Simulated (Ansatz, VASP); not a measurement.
# Cross-check of WSe2 between VASP and Ansatz

Aim: how closely do two programs agree when they are given the same cell, functional and k mesh? The structure shown is the start of the Ansatz relaxation below; VASP solves that cell, so the two are compared at the walk's first step.

Method: plane waves, with VASP 6.6.1 beside it; single point at PBE, in Ansatz 0.2.0.

### Step 1. The starting structure

The cell holds 9 atoms: 6 Se and 3 W. Cell: a = 3.290 Å, b = 3.290 Å, c = 32.316 Å, α = 90.0°, β = 90.0°, γ = 120.0°. It derives from WSe2. Vacuum lies along c.

### Step 2. Ansatz: relaxation, PBE

Ansatz runs on its default PAW (the set named soft_2) files.

The two programs are compared at the cell with which this relaxation starts, whose forces are those of its first step.

input.yaml reads:

```yaml
crystal:
  lattice:
    - [3.29, 0.0, 0.0]
    - [-1.645, 2.849223578, 0.0]
    - [0.0, 0.0, 32.31626]
  atoms:
    - { symbol: Se, position: [0.666666667, 0.333333333, 0.752446601] }
    - { symbol: W, position: [0.333333333, 0.666666667, 0.700672974] }
    - { symbol: Se, position: [0.666666667, 0.333333333, 0.648899347] }
    - { symbol: Se, position: [0.333333333, 0.666666667, 0.551773627] }
    - { symbol: W, position: [0.666666667, 0.333333333, 0.5] }
    - { symbol: Se, position: [0.333333333, 0.666666667, 0.448226373] }
    - { symbol: Se, position: [0.666666667, 0.333333333, 0.351100653] }
    - { symbol: W, position: [0.333333333, 0.666666667, 0.299327026] }
    - { symbol: Se, position: [0.666666667, 0.333333333, 0.247553399] }
kpoints:
  mp_grid: { grid: [12, 12, 1] }
scf:
  occupations: { method: fermi_dirac, width: 0.02 }
  n_extra_bands: 8
hamiltonian:
  xc: pbe
  pseudopotentials: { kind: paw }
output:
  forces: true
  write_potential: true
  volumetric_format: []
relax:
  f_tol: 0.01
  max_steps: 40
  cell: { fix: [c, alpha, beta] }
```

Run with:

```bash
$ ansatz run input.yaml --threads 4 --pin off --max-ram 8192MiB --backend cpu --events-out ev --progress --plain --runs-dir out
```

Numbers of over 12 decimals in the logs are rounded to 6 here.

The log of the run:

```text
scf.n_extra_bands = 8 over 69 filled bands (N_el = 138.0): the run solves 77 bands
Engine: ansatz 0.2.0, x86_64-unknown-linux-gnu
Pseudopotentials: kind: paw
Pseudopotential: Se, paw, valence charge 16, recommended cutoff 420 eV (normal), Se.paw.azcp
Pseudopotential: W, paw, valence charge 14, recommended cutoff 420 eV (normal), W.paw.azcp
Functional definition: PBE
  parameter kappa = 0.804
  parameter beta = 0.066725
  exchange = pbe_x(kappa = kappa, mu = beta*pi^2/3)
  correlation = pbe_c(beta = beta)
Crystal: 9 atoms, lattice volume = 302.931 Å³
Basis set: ecut = 420 eV, 6025 PW (Γ), exchange–correlation on 48×48×450 points (8 copies of the dense FFT grid, shifted against one another)
Bands: 77, of which v1, the nominal top of the filled ones, is band 69 counted from 1 (68 counted from 0)
Symmetry: 12 space group operations
Space group: P-6m2 (ITA 187), of the structure as read, at distance tolerance 6.7e-5 Å
k-points: 19 of 144 (time reversal used)
Non-local potential: Se, projectors of the file, l = 0: 2, l = 1: 2, l = 2: 3, l = 3: 1
Non-local potential: W, projectors of the file, l = 0: 3, l = 1: 2, l = 2: 2, l = 3: 1
PAW form: soft (Blöchl's): semilocal exchange-correlation on the pseudo side does not see the compensation charge
PAW one-centre angular grid: Se, 590 points (default); XC on 64 Gauss nodes
PAW one-centre angular grid: W, 590 points (default); XC on 64 Gauss nodes
Initial density: superposition of atomic densities (neutral atoms: chi_scale 0, normalization atom), corrected by the library's trained network
Initial wavefunctions: pseudopotential atomic-orbital guess
Functional: x = pbe(κ = 0.804, μ = 0.219515), c = pbe(β = 0.066725)
SCF iter   1: F=—  HF=-63973.847312 eV  |F-HF|=—  |Δ(HF+E_count)|=         —  Δρ=3.58e-3  dr2=7.04e-2  ethr=1.77e-3  ⟨swp⟩=7.7  Hψ=5581  notcnv=0
preconditioner: auto → Resta (q_TF=auto, 2.393 Å⁻¹)  ε∞=5.0  [insulator: Δε(μ)=1.135 eV  Ē_g=7.866 eV  σ=0.020 eV  W_gap=1.00  n_scr=78 (ndim 8)  ℏωp=15.7 eV  f_vac=0.407  D(μ)=0.00/eV (n_scr^D=0)  ε∞_Penn≈5.0  vacuum switching on, ρ_ref=4.5e-3 e/Å³]
SCF iter   2: F=—  HF=-63973.852151 eV  |F-HF|=—  |Δ(HF+E_count)|=   4.84e-3  Δρ=2.06e-3  dr2=1.27e-2  ethr=5.10e-5  ⟨swp⟩=2.9  Hψ=2429  notcnv=0  defer=33
SCF iter   3: F=—  HF=-63973.854944 eV  |F-HF|=—  |Δ(HF+E_count)|=   2.79e-3  Δρ=1.28e-3  dr2=1.90e-3  ethr=9.19e-6  ⟨swp⟩=2.3  Hψ=1893  notcnv=0  defer=33
SCF iter   4: F=—  HF=-63973.857496 eV  |F-HF|=—  |Δ(HF+E_count)|=   2.55e-3  Δρ=3.42e-4  dr2=1.38e-4  ethr=1.38e-6  ⟨swp⟩=2.8  Hψ=2896  notcnv=0  defer=33
SCF iter   5: F=—  HF=-63973.857694 eV  |F-HF|=—  |Δ(HF+E_count)|=   1.98e-4  Δρ=6.42e-5  dr2=1.30e-5  ethr=1.00e-7  ⟨swp⟩=2.3  Hψ=2648  notcnv=0  defer=33
SCF iter   6: F=—  HF=-63973.857463 eV  |F-HF|=—  |Δ(HF+E_count)|=   2.31e-4  Δρ=2.62e-5  dr2=6.52e-6  ethr=9.43e-9  ⟨swp⟩=2.2  Hψ=2642  notcnv=0  defer=33
SCF iter   7: F=—  HF=-63973.857462 eV  |F-HF|=—  |Δ(HF+E_count)|=   5.94e-7  Δρ=8.46e-6  dr2=6.77e-7  ethr=4.73e-9  ⟨swp⟩=2.1  Hψ=1833  notcnv=0  defer=33
SCF iter   8: F=-63973.857463 eV  HF=-63973.857462 eV  |F-HF|=3.59e-8  |Δ(HF+E_count)|=   1.74e-8  Δρ=2.80e-6  dr2=5.17e-8  ethr=7.25e-11  ⟨swp⟩=11.0  Hψ=12002  notcnv=0
SCF 1 converged in 8 iterations: F = -63973.857463 eV  dr2 = 5.17e-8
  Residual-converged pass: ⟨swp⟩=1.0  Hψ=1539  notcnv=0  max |occ|·‖R‖ = 7.0e-9 eV (tolerance 1.0e-8 eV)  dr2=5.17e-8  dr2_onsite=1.66e-9  max |Δocc| = 6.3e-26
  greatest PAW one-centre occupation: 1.000 electrons in one spin orbital (limit 2), on the Se atom at site 5 (counted from 0), in its partial waves of l = 2
relax step   1: F+E_penalty+E_count = -63973.85746251 eV  Δ(F+E_penalty+E_count) = +0.000e0 eV  max|allowed force component| = 2.854e-1 eV/Å  Δτ_max = 0.0000 Å  P = +2.057 GPa  Ω = 302.931 Å³  fix = [c, alpha, beta]  reactions: c +2.250 GPa  (8 SCF iters, dr2 threshold 1.00e-7 eV, accepted)
Crystal: 9 atoms, lattice volume = 319.958 Å³
Basis set: ecut = 420 eV, 6289 PW (Γ), exchange–correlation on 48×48×450 points (8 copies of the dense FFT grid, shifted against one another)
Initial density: handed on by an earlier stage of this run
Initial wavefunctions: those handed on with the density
iter 1 solved again at ethr=2.98e-4 eV; its pass at ethr=3.10e-3 eV (dr2=4.11e-1 eV) is discarded
SCF iter   1: F=—  HF=-63973.908354 eV  |F-HF|=—  |Δ(HF+E_count)|=         —  Δρ=1.04e-2  dr2=4.12e-1  ethr=2.98e-4  ⟨swp⟩=1.4  Hψ=8454  notcnv=0
preconditioner: auto → Resta (q_TF=auto, 2.371 Å⁻¹)  ε∞=5.0  [insulator: Δε(μ)=1.048 eV  Ē_g=7.646 eV  σ=0.020 eV  W_gap=1.00  n_scr=90 (ndim 8)  ℏωp=15.3 eV  f_vac=0.406  D(μ)=0.00/eV (n_scr^D=0)  ε∞_Penn≈5.0  vacuum switching on, ρ_ref=4.2e-3 e/Å³]
SCF iter   2: F=—  HF=-63973.870365 eV  |F-HF|=—  |Δ(HF+E_count)|=   3.80e-2  Δρ=5.34e-3  dr2=6.92e-2  ethr=2.98e-4  ⟨swp⟩=3.1  Hψ=2043  notcnv=0  defer=7
[...]
SCF 12 converged in 8 iterations: F = -63973.989172 eV  dr2 = 8.26e-11
relax step  12: F+E_penalty+E_count = -63973.98917152 eV  Δ(F+E_penalty+E_count) = -5.980e-4 eV  max|allowed force component| = 9.558e-4 eV/Å  Δτ_max = 0.0000 Å  P = -0.002 GPa  Ω = 308.586 Å³  fix = [c, alpha, beta]  reactions: c -0.003 GPa  stress off target by 1.16e-3 GPa on what of the cell is left free  SCF on the basis re-selected at this cell (its energy is not comparable with the rows above)  (8 SCF iters)
basis re-selected at this cell: Δ(F+E_penalty+E_count) = -5.980e-4 eV, ΔP = -0.001 GPa vs the last step (what re-selecting the basis moved, of the pressure what is left beyond the Pulay correction that the steps carried, after the strain that the cell walked since its last selection, with what the two solves' SCF thresholds leave and, on support functions, any second-order correction that the steps lacked; it is no m [...]
WARN: The output density's exchange-correlation potential varies sharply where the density is thin. Do not read a vacuum level from v_tot or v_xc, or from such a field of the output density. On a cell that repeats whose density bears no net charge and no dipole along the vacuum's axis use v_es (v_loc + v_h of the components); under efield.dipole_correction with no amplitude use v_es + v_field, which holds any externa [...]
SCF converged after 8 iterations
Free energy (F): -63973.989172 eV
Harris-Foulkes:  -63973.989172 eV  (|F-HF|=4.92e-9)
Internal energy: -63973.989172 eV  (E = F + TS)
E sigma→0 (E₀):  -63973.989172 eV
Fermi energy:    6.167471 eV
--- Per-component energies (eV) ---
  E_band       = -3521.172244
  E_kinetic    = 2062.776395
  E_local      = -118645.635197  (includes V_loc(G=0)·N_el)
  E_nonlocal   = -3569.602880
  E_hartree    = 58501.083636
  E_xc         = -1426.856330
  E_vxc        = -1306.598275  (∫ρ·V_xc dr)
  E_paw        = -37156.800813  (= ΣΔE_a)
  E_vpaw       = 935.725868  (= ΣTr[D̂ρ^β])
  E_aug_tail   = -0.003726  (compensation charges beyond the density's cutoff)
  E_ewald      = 36261.049743
  E_smearing   = -0.000000  (= −TS)
  E_closure    = 0.000000  (closes the sum)
  Σ components = -63973.989172   (vs F -63973.989172, Δ=0.00e0)
--- Forces (eV/Å), atoms counted from 1 ---
  atom   1  Se     0.00000000     0.00000000    -0.00043672
  atom   2  W     -0.00000000    -0.00000000    -0.00018732
  atom   3  Se     0.00000000     0.00000000     0.00068664
  atom   4  Se    -0.00000000    -0.00000000    -0.00095584
  atom   5  W      0.00000000     0.00000000     0.00000000
  atom   6  Se    -0.00000000    -0.00000000     0.00095584
  atom   7  Se     0.00000000     0.00000000    -0.00068664
  atom   8  W     -0.00000000    -0.00000000     0.00018732
  atom   9  Se     0.00000000     0.00000000     0.00043672
  max |Σ_I F_I| component: 1.85e-17 eV/Å
--- Stress (GPa, compression-positive) ---
       -0.001164       0.000000      -0.000000
        0.000000      -0.001164       0.000000
       -0.000000       0.000000      -0.003279
  P = ⅓ Tr σ = -0.0019 GPa (-0.019 kbar)
--- Band table (eV; the first three rows and the last of 19) ---
  k-point 0: bands = [... 65 lower, 4.1670, 4.9381, 5.1110, 5.2607, 8.2933, 8.2933, 8.2955, 8.2955, ... 4 higher]
  k-point 1: bands = [... 65 lower, 4.2791, 4.9263, 5.0740, 5.1961, 7.9758, 8.0207, 8.0570, 8.0584, ... 4 higher]
  k-point 2: bands = [... 65 lower, 4.1861, 4.8005, 4.8775, 4.9371, 7.3558, 7.4814, 7.6333, 7.8359, ... 4 higher]
  k-point 18: bands = [... 65 lower, 3.0693, 5.3827, 5.3982, 5.4133, 6.9482, 6.9483, 6.9483, 8.1110, ... 4 higher]
--- Relaxed structure (11 steps of the walk, 11 accepted, 1 SCFs on fresh bases) ---
  F+E_penalty+E_count = -63973.98917152 eV   max|allowed force component| = 9.558e-4 eV/Å   (the final SCF, on the basis selected at the relaxed cell)
  cell:  # Å, volume = 308.5860 Å³
    - [3.320567, 3.393607643840964e-18, 0.0]
    - [-1.660283, 2.875695, 0.0]
    - [0.0, 0.0, 32.31626]
  atoms:
    - { symbol: Se, position: [0.666667, 0.333333, 0.787791] }
    - { symbol: W, position: [0.333333, 0.666667, 0.735863] }
    - { symbol: Se, position: [0.666667, 0.333333, 0.683927] }
    - { symbol: Se, position: [0.333333, 0.666667, 0.551936] }
    - { symbol: W, position: [0.666667, 0.333333, 0.500000] }
    - { symbol: Se, position: [0.333333, 0.666667, 0.448064] }
    - { symbol: Se, position: [0.666667, 0.333333, 0.316073] }
    - { symbol: W, position: [0.333333, 0.666667, 0.264137] }
    - { symbol: Se, position: [0.666667, 0.333333, 0.212209] }
```

### Step 3. VASP: single point, PBE, start cell

The same cell, functional, mesh and smearing now go to VASP, with its own data sets.

Lines of VASP's logs that name or quote its potential files are left out, and so is its time.

INCAR reads:

```
SYSTEM = WSe2
PREC = Accurate
ENCUT = 520
EDIFF = 1E-06
NELM = 120
ISMEAR = -1
SIGMA = 0.02
LREAL = .FALSE.
ALGO = Normal
GGA = PE
NBANDS = 36
LASPH = .TRUE.
LORBIT = 11
LWAVE = .FALSE.
LCHARG = .FALSE.
ISIF = 2
GGA_COMPAT = .FALSE.
EFERMI = MIDGAP
KPAR = 2
```

POSCAR reads:

```
WSe2
1.0
    3.2900000000      0.0000000000      0.0000000000
   -1.6450000000      2.8492240000      0.0000000000
    0.0000000000      0.0000000000     32.3162600000
Se W
6 3
Direct
    0.6666666082      0.3333332163      0.7524466012
    0.6666666082      0.3333332163      0.6488993466
    0.3333332163      0.6666664327      0.5517736273
    0.3333332163      0.6666664327      0.4482263727
    0.6666666082      0.3333332163      0.3511006534
    0.6666666082      0.3333332163      0.2475533988
    0.3333332163      0.6666664327      0.7006729739
    0.6666666082      0.3333332163      0.5000000000
    0.3333332163      0.6666664327      0.2993270261
```

KPOINTS reads:

```
Automatic mesh
0
Gamma
12 12 1
0 0 0
```

Potentials, in the order of the species: Se and W (PBE family, release 64).

Run with:

```bash
$ mpirun -np 2 vasp_std
```

The log of the run:

```text
[banner, memory and clock lines left out]
running    2 mpi-ranks, on    1 nodes
 distrk:  each k-point on    1 cores,    2 groups
 distr:  one band on    1 cores,    1 groups

 POSCAR found type information on POSCAR SeW
 POSCAR found :  2 types and       9 ions
 LDA part: xc-table for (Slater+PW92), standard interpolation
 POSCAR, INCAR and KPOINTS ok, starting setup
 FFT: planning ... GRIDC
 FFT: planning ... GRID_SOFT
 FFT: planning ... GRID
 WAVECAR not read
 entering main loop
       N       E                     dE             d eps       ncg     rms          rms(c)
DAV:   1     0.357818197445E+03    0.35782E+03   -0.21352E+04  1368   0.123E+03
DAV:   2    -0.288745627663E+02   -0.38669E+03   -0.37232E+03  1944   0.249E+02
DAV:   3    -0.666545273979E+02   -0.37780E+02   -0.37318E+02  1636   0.813E+01
DAV:   4    -0.679286068473E+02   -0.12741E+01   -0.12630E+01  1888   0.155E+01
DAV:   5    -0.679705354674E+02   -0.41929E-01   -0.41812E-01  1996   0.263E+00    0.382E+01
DAV:   6    -0.655798619753E+02    0.23907E+01   -0.11948E+01  1968   0.136E+01    0.149E+01
DAV:   7    -0.652242558517E+02    0.35561E+00   -0.66610E+00  1908   0.109E+01    0.943E+00
DAV:   8    -0.649229605223E+02    0.30130E+00   -0.91840E-01  1928   0.483E+00    0.101E+00
DAV:   9    -0.649190269245E+02    0.39336E-02   -0.12341E-01  1960   0.146E+00    0.446E-01
DAV:  10    -0.649169372126E+02    0.20897E-02   -0.14581E-02  1928   0.572E-01    0.341E-01
DAV:  11    -0.649166882501E+02    0.24896E-03   -0.16660E-03  1764   0.183E-01    0.158E-01
DAV:  12    -0.649166049856E+02    0.83265E-04   -0.36133E-04  1780   0.933E-02    0.831E-02
DAV:  13    -0.649165598046E+02    0.45181E-04   -0.32084E-04  1896   0.703E-02    0.167E-02
DAV:  14    -0.649166166578E+02   -0.56853E-04   -0.38296E-05  1756   0.314E-02    0.220E-02
[...]
DAV:  18    -0.649168314073E+02   -0.10673E-04   -0.17070E-06  1248   0.475E-03    0.234E-03
DAV:  19    -0.649168419127E+02   -0.10505E-04   -0.40487E-07  1036   0.295E-03    0.405E-03
DAV:  20    -0.649168508407E+02   -0.89280E-05   -0.16625E-06  1228   0.262E-03    0.133E-03
DAV:  21    -0.649168570119E+02   -0.61712E-05   -0.19579E-07  1028   0.218E-03    0.177E-03
DAV:  22    -0.649168640137E+02   -0.70018E-05   -0.17306E-07  1008   0.106E-03    0.573E-04
DAV:  23    -0.649168704193E+02   -0.64056E-05   -0.32732E-07  1092   0.124E-03    0.481E-04
DAV:  24    -0.649168715366E+02   -0.11173E-05   -0.43513E-08   908   0.839E-04    0.842E-04
DAV:  25    -0.649168719634E+02   -0.42683E-06   -0.21521E-08   836   0.348E-04
   1 F= -.64916872E+02 E0= -.64916872E+02  d E =-.110984E-13
```

(Part 1 of 2 ends here.)

[Lines on the potential files, build, host, timing and source positions are cut from VASP's logs without a mark.]

[Logs are printed without paths, hosts, clocks, repeated set-up lines and the standing remarks that a program may print on its own settings, such as how far it seeks lower states.]

[Hosts, paths, dates, database ids (printed as entryN), source tags and the programs' standing remarks are cut or masked in the printed files.]
